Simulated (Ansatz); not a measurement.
# Al2O3 (Pnnm) in Ansatz: band structure with PBEsol

Aim: the band structure of Al2O3 with PBEsol.

Program: Ansatz 0.2.0. These are calculated values, not measurements. Logs are shortened: lines on timing, memory, paths and dates and some standing lists are left out, and cuts for length are marked.

### 1 The crystal as given

It takes space group Pnnm (No. 58, orthorhombic). Conventional cell: a = 4.614 Å, b = 9.563 Å, c = 3.120 Å, α = 90.00°, β = 90.00°, γ = 90.00°. Around Al (site symmetry m) lie 4 O at 1.68 to 1.82 Å. O (site symmetry 2/m) has 2 Al at 1.68 Å as nearest neighbours. Around O (site symmetry m) lie 3 Al at 1.82 Å.

Measurements of this composition are mostly on another form, of space group No. 167.

### 2 Band structure, PBEsol

Contents of input.yaml:

```yaml
crystal:
  lattice:
    - [4.613777, 0.0, 0.0]
    - [0.0, 9.563279, 0.0]
    - [0.0, 0.0, 3.119862]
  atoms:
    - { symbol: Al, position: [0.982975, 0.824573, 0.0] }
    - { symbol: Al, position: [0.017025, 0.175427, 0.0] }
    - { symbol: Al, position: [0.482975, 0.675427, 0.5] }
    - { symbol: Al, position: [0.517025, 0.324573, 0.5] }
    - { symbol: O, position: [0.5, 0.5, 0.5] }
    - { symbol: O, position: [0.123635, 0.75305, 0.5] }
    - { symbol: O, position: [0.376365, 0.25305, 0.0] }
    - { symbol: O, position: [0.623635, 0.74695, 0.0] }
    - { symbol: O, position: [0.0, 0.0, 0.0] }
    - { symbol: O, position: [0.876365, 0.24695, 0.5] }
hamiltonian:
  xc: pbesol
  pseudopotentials: { kind: paw }
kpoints:
  mp_grid: { grid: [6, 3, 9] }
  band_path:
    path:
      - [[0.0, 0.0, 0.0], [0.0, 0.0, 0.5], [0.5, 0.0, 0.5], [0.5, 0.0, 0.0], [0.0, 0.0, 0.0], [0.0, 0.5, 0.0], [0.0, 0.5, 0.5], [0.5, 0.5, 0.5], [0.5, 0.5, 0.0], [0.0, 0.5, 0.0]]
      - [[0.5, 0.0, 0.0], [0.5, 0.5, 0.0]]
      - [[0.0, 0.5, 0.5], [0.0, 0.0, 0.5]]
      - [[0.5, 0.0, 0.5], [0.5, 0.5, 0.5]]
    npoints: 10
scf:
  occupations: { method: fermi_dirac, width: 0.05 }
  n_extra_bands: 25
output:
  forces: true
  stress: true
  eigenvalues: true
  fatbands: true
```

Potentials or basis: Ansatz PAW.

Run with:

```
> ansatz run input.yaml --threads 4 --pin off --max-ram 11264MiB --backend cpu --events-out ev --progress --plain --runs-dir out
```

Output:

```text
Warning: RAYON_NUM_THREADS=4 ignored (pool sized by the plan → 4); use --threads N
scf.n_extra_bands = 25 over 24 filled bands (N_el = 48.0): the run solves 49 bands
Engine: ansatz 0.2.0, aarch64-unknown-linux-gnu
Pseudopotentials: kind: paw
Pseudopotential: Al, paw, valence charge 3, recommended cutoff 420 eV (normal), Al.paw.azcp
Pseudopotential: O, paw, valence charge 6, recommended cutoff 420 eV (normal), O.paw.azcp
Functional definition: PBEsol
  exchange = pbesol_x
  correlation = pbesol_c
Crystal: 10 atoms, lattice volume = 137.657 Å³
Basis set: ecut = 420 eV, 2707 PW (Γ), exchange–correlation on 64×128×48 points (8 copies of the dense FFT grid, shifted against one another)
Bands: 49, of which v1, the nominal top of the filled ones, is band 24 counted from 1 (23 counted from 0)
Symmetry: 8 space group operations
Space group: Pnnm (ITA 58), of the structure as read, at distance tolerance 5.2e-5 Å
k-points: 40 of 162
Non-local potential: Al, projectors of the file, l = 0: 2, l = 1: 2, l = 2: 1
Non-local potential: O, projectors of the file, l = 0: 2, l = 1: 2, l = 2: 1
PAW form: soft (Blöchl's): semilocal exchange-correlation on the pseudo side does not see the compensation charge
PAW frozen core: Al, regenerated for the run's functional, and the local potential with it (the file was generated under x = pbe(κ = 0.804, μ = 0.2195149727645171), c = pbe(β = 0.06672455060314922))
PAW frozen core: O, regenerated for the run's functional, and the local potential with it (the file was generated under x = pbe(κ = 0.804, μ = 0.2195149727645171), c = pbe(β = 0.06672455060314922))
PAW one-centre angular grid: Al, 110 points (default); XC on 64 Gauss nodes
PAW one-centre angular grid: O, 110 points (default); XC on 64 Gauss nodes
Initial density: superposition of atomic densities (neutral atoms: chi_scale 0, normalization atom), corrected by the library's trained network
Initial wavefunctions: pseudopotential atomic-orbital guess
Functional: x = pbesol(κ = 0.804, μ = 0.12345679012345678), c = pbesol(β = 0.046)
SCF iter   1: F=—  HF=-5477.029380 eV  |F-HF|=—  |Δ(HF+E_count)|=         —  Δρ=1.16e-2  dr2=1.53e-1  ethr=1.77e-3  ⟨swp⟩=5.8  Hψ=9509  notcnv=0  defer=352
preconditioner: auto → Resta (q_TF=auto, 2.289 Å⁻¹)  ε∞=2.5  [insulator: Δε(μ)=3.324 eV  Ē_g=18.155 eV  σ=0.050 eV  W_gap=1.00  n_scr=22 (ndim 8)  ℏωp=21.9 eV  f_vac=0.149  D(μ)=0.00/eV (n_scr^D=0)  ε∞_Penn≈2.5]
SCF iter   2: F=—  HF=-5476.986368 eV  |F-HF|=—  |Δ(HF+E_count)|=   4.30e-2  Δρ=2.61e-3  dr2=4.39e-3  ethr=3.18e-4  ⟨swp⟩=3.0  Hψ=3496  notcnv=0  defer=725
SCF iter   3: F=—  HF=-5476.985786 eV  |F-HF|=—  |Δ(HF+E_count)|=   5.82e-4  Δρ=8.19e-4  dr2=7.81e-4  ethr=9.15e-6  ⟨swp⟩=2.0  Hψ=2037  notcnv=0  defer=725
SCF iter   4: F=—  HF=-5476.986600 eV  |F-HF|=—  |Δ(HF+E_count)|=   8.14e-4  Δρ=5.20e-4  dr2=3.18e-4  ethr=1.63e-6  ⟨swp⟩=2.1  Hψ=2181  notcnv=0  defer=725
SCF iter   5: F=—  HF=-5476.986653 eV  |F-HF|=—  |Δ(HF+E_count)|=   5.30e-5  Δρ=7.98e-5  dr2=1.41e-5  ethr=6.63e-7  ⟨swp⟩=2.2  Hψ=1899  notcnv=0  defer=725
SCF iter   6: F=—  HF=-5476.986054 eV  |F-HF|=—  |Δ(HF+E_count)|=   5.99e-4  Δρ=4.13e-5  dr2=1.28e-6  ethr=2.94e-8  ⟨swp⟩=2.0  Hψ=2085  notcnv=0  defer=725
SCF iter   7: F=-5476.986055 eV  HF=-5476.986055 eV  |F-HF|=4.87e-8  |Δ(HF+E_count)|=   4.01e-7  Δρ=4.69e-6  dr2=2.52e-8  ethr=2.08e-10  ⟨swp⟩=13.0  Hψ=13545  notcnv=0
SCF 1 converged in 7 iterations: F = -5476.986055 eV  dr2 = 2.52e-8
NSCF: frozen V_eff on 124 k-points
SCF converged after 7 iterations
Free energy (F): -5476.986055 eV
Harris-Foulkes:  -5476.986055 eV  (|F-HF|=4.87e-8)
Internal energy: -5476.986055 eV  (E = F + TS)
E sigma→0 (E₀):  -5476.986055 eV
Fermi energy:    4.528068 eV
--- Per-component energies (eV) ---
  E_band       = -192.959412
  E_kinetic    = 1161.632184
  E_local      = -3044.191821  (includes V_loc(G=0)·N_el)
  E_nonlocal   = 329.690247
  E_hartree    = 1137.599597
  E_xc         = -597.866766
  E_vxc        = -681.445815  (∫ρ·V_xc dr)
  E_paw        = -2737.754862  (= ΣΔE_a)
  E_vpaw       = -233.861344  (= ΣTr[D̂ρ^β])
  E_aug_tail   = 0.015037  (compensation charges beyond the density's cutoff)
  E_ewald      = -1726.397955
  E_core_change = 0.288284  (= ΣΔE_core)
  E_smearing   = -0.000000  (= −TS)
  E_closure    = -0.000000  (closes the sum)
  Σ components = -5476.986055   (vs F -5476.986055, Δ=0.00e0)
--- Forces (eV/Å), atoms counted from 1 ---
  atom   1  Al    -0.04604856    -0.02362005     0.00000000
  atom   2  Al     0.04604856     0.02362005     0.00000000
  atom   3  Al    -0.04604856     0.02362005     0.00000000
  atom   4  Al     0.04604856    -0.02362005     0.00000000
  atom   5  O      0.00000000     0.00000000     0.00000000
  atom   6  O      0.15672936    -0.07306459     0.00000000
  atom   7  O     -0.15672936    -0.07306459     0.00000000
  atom   8  O      0.15672936     0.07306459     0.00000000
  atom   9  O      0.00000000     0.00000000     0.00000000
  atom  10  O     -0.15672936     0.07306459     0.00000000
  max |Σ_I F_I| component: 1.39e-17 eV/Å
--- Stress (GPa, compression-positive) ---
       -1.163646       0.000000       0.000000
        0.000000      -0.861814       0.000000
        0.000000       0.000000      -5.745579
  P = ⅓ Tr σ = -2.5903 GPa (-25.903 kbar)
--- Band table (eV; the first three rows and the last of 40) ---
  k-point 0: bands = ["-16.1102", "-16.0356", "-14.7691", "-14.7416", "-13.4918", "-13.3756", "-4.0043", "-3.5035", "-1.9268", "-1.5283", "-1.5041", "-1.4727", "-0.9283", "-0.5030", "-0.4982", "-0.2476", "-0.2324", "0.5362", "1.1274", "1.4408", "1.6845", "2.2183", "2.6731", "2.7353", "6.1633", "7.6940", "8.7869", "9.5116", "9.7277", "10.6521", "11.2321", "12.0754", "13.1867", "13.3446", "14.5343", "14.6671", "14.8263", "14.9694", "15.4021", "15.6599", "17.1247", "17.3954", "17.5831", "17.7758", "18.0728", "18.1238", "18.8667", "19.2682", "19.2923"]
  k-point 1: bands = ["-16.0394", "-15.9680", "-14.7633", "-14.7412", "-13.4724", "-13.3575", "-3.8960", "-3.4043", "-1.9905", "-1.7396", "-1.5800", "-1.5692", "-0.8756", "-0.6424", "-0.6150", "-0.5318", "-0.3499", "0.5449", "1.0899", "1.3545", "1.7296", "2.1940", "2.4485", "2.5618", "6.6169", "8.0415", "9.0924", "9.8944", "9.9713", "10.8933", "11.5116", "12.0454", "13.1012", "13.4596", "14.4976", "14.6601", "14.6810", "14.7528", "15.3333", "15.4599", "16.2158", "16.5175", "17.0731", "17.5119", "18.0182", "18.1095", "19.2186", "19.9339", "20.0007"]
  k-point 2: bands = ["-15.8405", "-15.7791", "-14.7654", "-14.7554", "-13.4200", "-13.3136", "-3.5935", "-3.1204", "-2.4246", "-2.2592", "-1.9399", "-1.4001", "-1.3436", "-0.8212", "-0.7852", "-0.7345", "-0.5693", "0.5298", "0.9774", "1.0764", "1.8318", "2.0504", "2.1258", "2.1763", "7.6541", "8.8264", "9.6430", "10.6946", "10.7224", "11.4304", "12.0465", "12.3404", "12.9271", "13.7389", "13.7518", "14.3598", "14.4219", "14.6742", "14.7132", "15.0870", "15.2599", "15.7504", "16.6669", "16.9529", "18.0075", "18.2003", "19.0798", "19.1844", "19.4872"]
  k-point 39: bands = ["-15.0891", "-15.0891", "-15.0788", "-15.0788", "-13.2761", "-13.2761", "-4.0524", "-4.0524", "-3.7669", "-3.7669", "-1.0999", "-1.0999", "-1.0086", "-1.0086", "-0.6322", "-0.6322", "0.4694", "0.4694", "0.7460", "0.7460", "1.6402", "1.6402", "2.0629", "2.0629", "9.7029", "9.7029", "10.6774", "10.6774", "10.9100", "10.9100", "11.3483", "11.3483", "12.8728", "12.8728", "13.4850", "13.4850", "14.7622", "14.7622", "15.0037", "15.0037", "15.1887", "15.1887", "16.1704", "16.1704", "17.1973", "17.1973", "19.8728", "19.8728", "20.6856"]
```

Run time: 12 s. Hardware: 4 threads of Arm Neoverse V2, shared host; peak memory 0.65 GiB.

What came out:

```
Free energy             : -5476.9861 eV
Pressure                : -2.6 GPa
Largest force           : 0.173 eV/Å
Band gap on the k mesh  : 3.43 eV, direct
Band gap along the path : 3.43 eV, direct
```

Forces on the atoms (eV/Å):
```
Al  -0.046 -0.024  0.000
Al   0.046  0.024  0.000
Al  -0.046  0.024  0.000
Al   0.046 -0.024  0.000
O    0.000  0.000  0.000
O    0.157 -0.073  0.000
O   -0.157 -0.073  0.000
O    0.157  0.073  0.000
O    0.000  0.000  0.000
O   -0.157  0.073  0.000
```

Levels at the corners of the path, in eV from the valence-band top:
```csv
point,band 22,band 23,band 24,band 25,band 26,band 27
Γ,-0.52,-0.06,0.00,3.43,4.96,6.05
X,-1.08,-0.72,-0.72,7.58,7.58,7.93
S,-1.22,-0.56,-0.56,6.80,6.80,7.96
Y,-0.88,-0.02,-0.02,5.92,5.92,6.42
Γ,-0.52,-0.06,0.00,3.43,4.96,6.05
Z,-0.73,-0.03,-0.03,4.09,4.09,6.42
U,-1.15,-0.61,-0.61,7.50,7.50,7.97
R,-1.05,-0.73,-0.73,7.01,7.01,7.94
T,-0.81,-0.02,-0.02,5.88,5.88,6.40
Z,-0.73,-0.03,-0.03,4.09,4.09,6.42
Y,-0.88,-0.02,-0.02,5.92,5.92,6.42
T,-0.81,-0.02,-0.02,5.88,5.88,6.40
U,-1.15,-0.61,-0.61,7.50,7.50,7.97
X,-1.08,-0.72,-0.72,7.58,7.58,7.93
S,-1.22,-0.56,-0.56,6.80,6.80,7.96
R,-1.05,-0.73,-0.73,7.01,7.01,7.94
```

Caveat: the pressure holds a Pulay correction of +0.6 GPa for the finite cutoff; the PAW data sets come from PBE, with cores solved anew for the run's functional, which leaves a small shift of forces and pressure.
